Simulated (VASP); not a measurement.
Wanted: the native input for a VASP 6.6.1 run.

* Task: relaxation of cell and atoms
* Functional: LDA
* Potentials or basis: VASP PAW LDA potentials, release 64 (Hf_pv)
* Cutoff: 600 eV
* k mesh: 10 × 10 × 10
* Occupations: fermi-dirac, width 0.05 eV
* Spin: no spin polarisation
* Target pressure: 5 GPa
* Further INCAR settings: ALGO = Fast; EDIFF = 1e-07; IBRION = 2; EDIFFG = -0.01; NSW = 40; ISIF = 3
* Target pressure: 5 GPa

The structure of Hf lies in POSCAR:

```
Hf
1.0
    0.0000000000      2.2200000000      2.2200000000
    2.2200000000      0.0000000000      2.2200000000
    2.2200000000      2.2200000000      0.0000000000
Hf
1
Direct
    0.0000000000      0.0000000000      0.0000000000
```

This isn't the form of Hf at room conditions, which is hcp.

These files were run (other wordings do the same):

INCAR

```
SYSTEM = Hf
ALGO = Fast
EDIFF = 1E-7
EDIFFG = -0.01
ENCUT = 600
GGA = CA
IBRION = 2
ISIF = 3
ISMEAR = -1
LASPH = .True.
LCHARG = .False.
LREAL = .False.
LWAVE = .False.
NELM = 80
NSW = 40
PREC = Accurate
PSTRESS = 50
SIGMA = 0.05
```

KPOINTS

```
k-points
0
Gamma
  10 10 10
  0 0 0
```

Potentials or basis: VASP PAW LDA potentials, release 64 (Hf_pv).

The run is started by

```console
$ cat potpaw_LDA.64/Hf_pv/POTCAR > POTCAR
$ mpirun -np 1 vasp_std > vasp.out
```

It gave:

| Item | Value |
| --- | --- |
| Relaxed volume | 19.99 Å³/atom |
| Relaxed cell | a = 3.046 Å, b = 3.046 Å, c = 3.046 Å, α = 60.00°, β = 60.00°, γ = 60.00° |
| Space group after relaxing (to 0.05 Å) | Fm-3m (No. 225) |
| Energy change on relaxing (the enthalpy is what falls) | -8.6 meV/atom |
| Ionic steps | 4 |
| Pressure after relaxing | 5.0 GPa |
| Band gap on the k mesh | none (metal or under the smearing width) |

Caveat: the cell is relaxed towards a set pressure, so the enthalpy falls and the energy may rise.

Run time: 94 s on 1 thread of AMD EPYC 7R43 64-Core Processor (Zen 3), with other jobs on the host, peak memory 0.12 GiB.
